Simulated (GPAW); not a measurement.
# InAs (F-43m) in GPAW: settings compared

The runs below take InAs through band structure, with PBE, LDA.

All numbers are computed with GPAW 26.7.0; they aren't measurements. Logs are shortened: lines on timing, memory, paths and dates and some standing lists are left out, and cuts for length are marked. The log counts tension as positive stress, the text compression.

**Measured values to compare with.**

A printed reference work, data compilation reports, for a bulk crystal of InAs at 4.2 K: band gap 0.418 eV (direct).

The results are compared with them further down.

### Step 1. The structure

The structure is cubic, space group F-43m (No. 216). Conventional cell: a = 6.036 Å, b = 6.036 Å, c = 6.036 Å, α = 90.00°, β = 90.00°, γ = 90.00°. In (site symmetry -43m) has 4 As at 2.61 Å as nearest neighbours. Around As (site symmetry -43m) lie 4 In at 2.61 Å.

### Step 2. Band structure, PBE

Contents of run.py:

```python
import spglib
from ase import Atoms
from ase.dft.bandgap import bandgap
from ase.io import read, write
from gpaw import GPAW

atoms = read('InAs.cif')
cell, positions, numbers = spglib.find_primitive(
    (atoms.cell[:], atoms.get_scaled_positions(), atoms.numbers), symprec=1e-4)
atoms = Atoms(numbers, cell=cell, scaled_positions=positions, pbc=True)

calc = GPAW(mode='fd',
            h=0.16,
            xc='PBE',
            kpts={'size': (6, 6, 6), 'gamma': True},
            occupations={'name': 'fermi-dirac', 'width': 0.05},
            nbands=18,
            convergence={'density': 1e-05, 'energy': 1e-05},
            maxiter=150,
            txt='gpaw.txt')
atoms.calc = calc
energy = atoms.get_potential_energy()
forces = atoms.get_forces()
calc.write('gs.gpw')
write('result.traj', atoms)
print(f'Energy: {energy:.6f} eV')
print('Forces (eV/A):')
print(forces.round(4))
print('Fermi level:', round(calc.get_fermi_level(), 4), 'eV')
print(f'Gap: {bandgap(calc)[0]:.4f} eV, direct: {bandgap(calc, direct=True)[0]:.4f} eV')

path = atoms.cell.bandpath('GXWKGLUWLK,UX', npoints=80, eps=1e-4)
bs_calc = calc.fixed_density(kpts=path, symmetry='off', nbands=30,
                             convergence={'bands': 'CBM+6.0', 'eigenstates': 1e-6}, txt='bands.txt')
bs = bs_calc.band_structure()
bs.write('bs.json')
print(f'Gap on the path: {bandgap(bs_calc)[0]:.4f} eV')
```

Contents of InAs.cif:

```cif
data_InAs
_cell_length_a 6.03600000
_cell_length_b 6.03600000
_cell_length_c 6.03600000
_cell_angle_alpha 90.00000000
_cell_angle_beta 90.00000000
_cell_angle_gamma 90.00000000
_space_group_name_H-M_alt 'F-43m'
_space_group_name_Hall 'F -4 2 3'
_space_group_IT_number 216
loop_
_space_group_symop_operation_xyz
'x,y,z'
'y,-x,-z'
'-x,-y,z'
'-y,x,-z'
'x,-y,-z'
'y,x,z'
'-x,y,-z'
'-y,-x,z'
'z,x,y'
'-z,y,-x'
'z,-x,-y'
'-z,-y,x'
'-z,x,-y'
'z,y,x'
'-z,-x,y'
'z,-y,-x'
'y,z,x'
'-x,-z,y'
'-y,z,-x'
'x,-z,-y'
'-y,-z,x'
'x,z,y'
'y,-z,-x'
'-x,z,-y'
'x,y+1/2,z+1/2'
'y,-x+1/2,-z+1/2'
'-x,-y+1/2,z+1/2'
'-y,x+1/2,-z+1/2'
'x,-y+1/2,-z+1/2'
'y,x+1/2,z+1/2'
'-x,y+1/2,-z+1/2'
'-y,-x+1/2,z+1/2'
'z,x+1/2,y+1/2'
'-z,y+1/2,-x+1/2'
'z,-x+1/2,-y+1/2'
'-z,-y+1/2,x+1/2'
'-z,x+1/2,-y+1/2'
'z,y+1/2,x+1/2'
'-z,-x+1/2,y+1/2'
'z,-y+1/2,-x+1/2'
'y,z+1/2,x+1/2'
'-x,-z+1/2,y+1/2'
'-y,z+1/2,-x+1/2'
'x,-z+1/2,-y+1/2'
'-y,-z+1/2,x+1/2'
'x,z+1/2,y+1/2'
'y,-z+1/2,-x+1/2'
'-x,z+1/2,-y+1/2'
'x+1/2,y,z+1/2'
'y+1/2,-x,-z+1/2'
'-x+1/2,-y,z+1/2'
'-y+1/2,x,-z+1/2'
'x+1/2,-y,-z+1/2'
'y+1/2,x,z+1/2'
'-x+1/2,y,-z+1/2'
'-y+1/2,-x,z+1/2'
'z+1/2,x,y+1/2'
'-z+1/2,y,-x+1/2'
'z+1/2,-x,-y+1/2'
'-z+1/2,-y,x+1/2'
'-z+1/2,x,-y+1/2'
'z+1/2,y,x+1/2'
'-z+1/2,-x,y+1/2'
'z+1/2,-y,-x+1/2'
'y+1/2,z,x+1/2'
'-x+1/2,-z,y+1/2'
'-y+1/2,z,-x+1/2'
'x+1/2,-z,-y+1/2'
'-y+1/2,-z,x+1/2'
'x+1/2,z,y+1/2'
'y+1/2,-z,-x+1/2'
'-x+1/2,z,-y+1/2'
'x+1/2,y+1/2,z'
'y+1/2,-x+1/2,-z'
'-x+1/2,-y+1/2,z'
'-y+1/2,x+1/2,-z'
'x+1/2,-y+1/2,-z'
'y+1/2,x+1/2,z'
'-x+1/2,y+1/2,-z'
'-y+1/2,-x+1/2,z'
'z+1/2,x+1/2,y'
'-z+1/2,y+1/2,-x'
'z+1/2,-x+1/2,-y'
'-z+1/2,-y+1/2,x'
'-z+1/2,x+1/2,-y'
'z+1/2,y+1/2,x'
'-z+1/2,-x+1/2,y'
'z+1/2,-y+1/2,-x'
'y+1/2,z+1/2,x'
'-x+1/2,-z+1/2,y'
'-y+1/2,z+1/2,-x'
'x+1/2,-z+1/2,-y'
'-y+1/2,-z+1/2,x'
'x+1/2,z+1/2,y'
'y+1/2,-z+1/2,-x'
'-x+1/2,z+1/2,-y'
loop_
_atom_site_label
_atom_site_type_symbol
_atom_site_symmetry_multiplicity
_atom_site_Wyckoff_symbol
_atom_site_fract_x
_atom_site_fract_y
_atom_site_fract_z
_atom_site_occupancy
In1 In 4 a 0.0000000000 0.0000000000 0.0000000000 1
As1 As 4 c 0.2500000000 0.2500000000 0.2500000000 1
```

Potentials or basis: GPAW PAW data sets (gpaw-data 1.2.1), fd.

Command:

```sh
OMP_NUM_THREADS=1 python run.py
```

gpaw.txt:

```text
__  _  _
 | _ |_)|_||  |
 |__||  | ||/\| - 26.7.0

Input parameters:
  mode=FD(),
  convergence={'density': 1e-05, 'energy': 1e-05},
  h=0.16,
  kpts=MonkhorstPack(size=(6, 6, 6), gamma=True),
  maxiter=150,
  nbands=18,
  occupations=Occupations(name='fermi-dirac', width=0.05),
  xc=XC(name='PBE')

Diagonalizing LCAO Hamiltonian
Converting LCAO to fd mode

            As

       In

Atoms  # Å, Bohr magnetons
|   | symbol |        x |        y |        z |    initial magnetic moments |
|---|--------|----------|----------|----------|-----------------------------|
| 0 |     In | 0.000000 | 0.000000 | 0.000000 | ( 0.0000,  0.0000,  0.0000) |
| 1 |     As | 1.509000 | 1.509000 | 1.509000 | ( 0.0000,  0.0000,  0.0000) |

Unit cell  # Å
| periodic |        x |        y |        z |  lengths |    angles |
|----------|----------|----------|----------|----------|-----------|
|      yes | 0.000000 | 3.018000 | 3.018000 | 4.268097 | 60.000000 |
|      yes | 3.018000 | 0.000000 | 3.018000 | 4.268097 | 60.000000 |
|      yes | 3.018000 | 3.018000 | 0.000000 | 4.268097 | 60.000000 |

Number of symmetries: 24
Symmetry operations  # r_c * U_cc + t_c -> r_c
|    | kind |            matrix            |
|----|------|------------------------------|
|  0 |  E   |  1, 0, 0,  0, 1, 0,  0, 0, 1 |
|  1 |  σ   |  1, 0, 0,  0, 0, 1,  0, 1, 0 |
|  2 |  σ   |  1, 0,-1,  0, 1,-1,  0, 0,-1 |
|  3 |  C3  |  1, 0,-1,  0, 0,-1,  0, 1,-1 |
|  4 |  C3  |  1,-1, 0,  0,-1, 1,  0,-1, 0 |
|  5 |  σ   |  1,-1, 0,  0,-1, 0,  0,-1, 1 |
|  6 |  σ   |  0, 1, 0,  1, 0, 0,  0, 0, 1 |
|  7 |  C3  |  0, 1, 0,  0, 0, 1,  1, 0, 0 |
|  8 |  C2  |  0, 1,-1,  1, 0,-1,  0, 0,-1 |
|  9 |  S4  |  0, 1,-1,  0, 0,-1,  1, 0,-1 |
| 10 |  C3  |  0, 0, 1,  1, 0, 0,  0, 1, 0 |
| 11 |  σ   |  0, 0, 1,  0, 1, 0,  1, 0, 0 |
| 12 |  S4  |  0, 0,-1,  1, 0,-1,  0, 1,-1 |
| 13 |  C3  |  0, 0,-1,  0, 1,-1,  1, 0,-1 |
| 14 |  S4  |  0,-1, 1,  1,-1, 0,  0,-1, 0 |
| 15 |  C2  |  0,-1, 1,  0,-1, 0,  1,-1, 0 |
| 16 |  C3  |  0,-1, 0,  1,-1, 0,  0,-1, 1 |
| 17 |  S4  |  0,-1, 0,  0,-1, 1,  1,-1, 0 |
| 18 |  S4  | -1, 1, 0, -1, 0, 1, -1, 0, 0 |
| 19 |  C3  | -1, 1, 0, -1, 0, 0, -1, 0, 1 |
| 20 |  C3  | -1, 0, 1, -1, 1, 0, -1, 0, 0 |
| 21 |  S4  | -1, 0, 1, -1, 0, 0, -1, 1, 0 |
| 22 |  σ   | -1, 0, 0, -1, 1, 0, -1, 0, 1 |
| 23 |  C2  | -1, 0, 0, -1, 0, 1, -1, 1, 0 |

BZ-sampling:
  Number of BZ points: 216
  Number of IBZ points: 16

  Monkhorst-Pack size: [6, 6, 6]
  Monkhorst-Pack shift: [0.08333333333333333, 0.08333333333333333, 0.08333333333333333]

K-points  # in reciprocal-cell coordinates
|     |                                coordinates |     weight |
|-----|--------------------------------------------|------------|
|   0 | (  0.00000000,   0.00000000,   0.00000000) | 0.00462963 |
|   1 | (  0.16666667,   0.16666667,   0.00000000) | 0.02777778 |
|   2 | (  0.16666667,   0.16666667,   0.16666667) | 0.03703704 |
|   3 | (  0.33333333,   0.16666667,   0.16666667) | 0.05555556 |
|   4 | (  0.33333333,   0.33333333,  -0.33333333) | 0.05555556 |
|   5 | (  0.33333333,   0.33333333,   0.00000000) | 0.02777778 |
|   6 | (  0.33333333,   0.33333333,   0.16666667) | 0.11111111 |
|   7 | (  0.33333333,   0.33333333,   0.33333333) | 0.03703704 |
|   8 | (  0.50000000,   0.33333333,  -0.33333333) | 0.11111111 |
|   9 | (  0.50000000,   0.33333333,  -0.16666667) | 0.05555556 |
| ... |                                            |            |
|  15 | (  0.50000000,   0.50000000,   0.50000000) | 0.01851852 |

Uniform wave function grid shape: (np.int64(20), np.int64(20), np.int64(20))
Spin-components: 1 (collinear spins)
Bands:           18
Projectors:      11
Spin-degeneracy: 2
Datatype:        complex128

Density:
  Valence electrons: 18.0
  Components: 1
  Grid points: [20 20 20]
  Charge: 0.0  # |e|

Potential:
  Grid points: [20 20 20]

species:
  In:
    name:    Indium
    Z:       49.0
    valence: 13
    core:    36
    charge:  0.0  # [|e|]
    compensation charges:
      type: gauss
      rc: 0.36  # [Å]
      lmax: 2
    cutoffs:
      filter: 2.09  # [Å]
      core: 2.48  # [Å]
    projectors
    | kind |    occ | energy [eV] | rcut [Å] |
    |------|--------|-------------|----------|
    |   5s |  2.000 |      -8.203 |    1.185 |
    |   5p |  1.000 |      -2.521 |    1.244 |
    |   4d | 10.000 |     -18.629 |    1.148 |
    |    s |        |      19.008 |    1.185 |
    |    p |        |      24.691 |    1.244 |
    |    d |        |       8.583 |    1.148 |

    Using partial waves for In as LCAO basis

  As:
    name:    Arsenic
    Z:       33.0
    valence: 5
    core:    28
    charge:  0.0  # [|e|]
    compensation charges:
      type: gauss
      rc: 0.33  # [Å]
      lmax: 2
    cutoffs:
      filter: 1.87  # [Å]
      core: 2.96  # [Å]
    projectors
    | kind |    occ | energy [eV] | rcut [Å] |
    |------|--------|-------------|----------|
    |   4s |  2.000 |     -14.487 |    1.058 |
    |   4p |  3.000 |      -5.196 |    1.058 |
    |    s |        |      12.725 |    1.058 |
    |    p |        |      22.016 |    1.058 |
    |    d |        |       0.000 |    1.058 |

    Using partial waves for As as LCAO basis

Reference energy: -221478.393260  # eV

eigensolver:
  PPCG
  Converge bands: occupied
  niter=2

density mixing:
  MSR1-Mixer
  Pratt-step length: 0.05
  Maximum mixing coefficient: 0.75
  Old densities: 10
  SVD Regularization: 0.005
  Good broyden scale: 1.0
  Trust region scale: 1.0
  Backstep threshold: 4.0
  History deletion threshold: 6.0
  Fourier metric: weight=20.0, sigma=0.015

occupation numbers:
  Fermi-Dirac:
    width: 0.0500  # eV

FastPoissonSolver using
    Stencil: 12*3+1=37 point O(h^6) finite-difference Laplacian
    FFT axes: [np.int64(0), np.int64(1), np.int64(2)]
    FST axes: []

xc functional:
  name: PBE with 2 nearest neighbor stencil
interpolation: tri-quintic # 5. degree polynomial

convergence criteria:
[... 6 lines left out ...]
|iter     | |      energy | eigst |  dens |
|---------|-|-------------|-------|-------|
|iter:   1| |   -8.162526 | +0.15 |       |
|iter:   2| |   -8.128382 | -1.43 | -1.17 |
|iter:   3| |   -7.953995 | -1.42 | -1.21 |
|iter:   4| |   -7.957850 | -2.79 | -1.87 |
|iter:   5| |   -7.958782 | -3.48 | -2.30 |
|iter:   6| |   -7.958849 | -4.44 | -3.04 |
|iter:   7| |   -7.958851c| -5.27 | -3.82 |
|iter:   8| |   -7.958852c| -6.10 | -4.36 |
|iter:   9| |   -7.958852c| -6.86 | -4.93 |
|iter:  10| |   -7.958852c| -7.57c| -5.30c|

Converged in 10 steps
Energy contributions relative to reference atoms: (reference = -221478.393260)

Energy contributions:
  Kinetic:          26.975255
  Coulomb:         -24.786651
  Zero:              0.190482
  External:          0.000000
  Xc:              -10.337454
  Entropy:          -0.000967
  Spinorbit:         0.000000
  ----------------------------
  Free energy:      -7.959336
  Extrapolated:     -7.958852

dipole moment: (-23.472574, -23.472574, -23.472574)  # |e|*Ang

Fermi level: 4.946
Eigenvalues  # (at kpt = [0.000, 0.000, 0.000])
| band index |      eig [eV] | occ [0-2] |
|------------|---------------|-----------|
|          0 |        -9.411 |     2.000 |
|        ... |               |           |
|          2 |        -9.409 |     2.000 |
|          3 |        -9.279 |     2.000 |
|          4 |        -9.279 |     2.000 |
|          5 |        -6.985 |     2.000 |
|          6 |         4.748 |     1.963 |
|          7 |         4.908 |     1.355 |
[... 8 lines left out ...]
|         16 |        15.399 |     0.000 |
|         17 |        15.427 |     0.000 |

No gap
No difference between direct/indirect transitions

Forces  # eV/Ang
|        x |       y |        z |
|----------|---------|----------|
|  0.00000 | 0.00000 |  0.00000 |  # In   0
| -0.00000 | 0.00000 | -0.00000 |  # As   1

# Writing to gs.gpw (mode='')
```

Run time: 2.4 min. Hardware: 1 thread of Arm Neoverse V2, shared host; peak memory 0.64 GiB.

What came out:

| Item | Value |
| --- | --- |
| Free energy | -7.9593 eV |
| Band gap along the path | none (metal or under the smearing width) |

Levels at the corners of the path, in eV from the Fermi level:
```
point  band 5  band 6  band 7  band 8  band 9  band 10  band 11  band 12  band 13
    Γ  -14.22  -11.93   -0.20   -0.04   -0.04    -0.04     3.85     3.85     3.85
    X  -14.20   -9.89   -5.90   -2.39   -2.39     1.50     2.03     9.19     9.27
    W  -14.22   -9.83   -5.75   -3.02   -2.95     4.20     4.26     4.97     6.05
    K  -14.21   -9.90   -5.76   -3.34   -2.01     2.07     4.25     7.29     7.39
    Γ  -14.22  -11.93   -0.20   -0.04   -0.04    -0.04     3.85     3.85     3.85
    L  -14.22  -10.44   -5.83   -1.04   -1.04     0.93     4.64     4.64     6.84
    U  -14.21   -9.90   -5.76   -3.34   -2.01     2.07     4.25     7.29     7.39
    W  -14.22   -9.83   -5.75   -3.02   -2.95     4.20     4.26     4.97     6.05
    L  -14.22  -10.44   -5.83   -1.04   -1.04     0.93     4.64     4.64     6.84
    K  -14.21   -9.90   -5.76   -3.34   -2.01     2.07     4.25     7.29     7.39
    U  -14.21   -9.90   -5.76   -3.34   -2.01     2.07     4.25     7.29     7.39
    X  -14.20   -9.89   -5.90   -2.39   -2.39     1.50     2.03     9.19     9.27
```

Caveat: the real-space grid adds noise to forces; spin-orbit coupling is left out, which moves the levels of the heavy elements; this crystal is a semiconductor, whose small gap the functional closes, so the metal is an error of the method.

(Continued in part 2 of 2.)
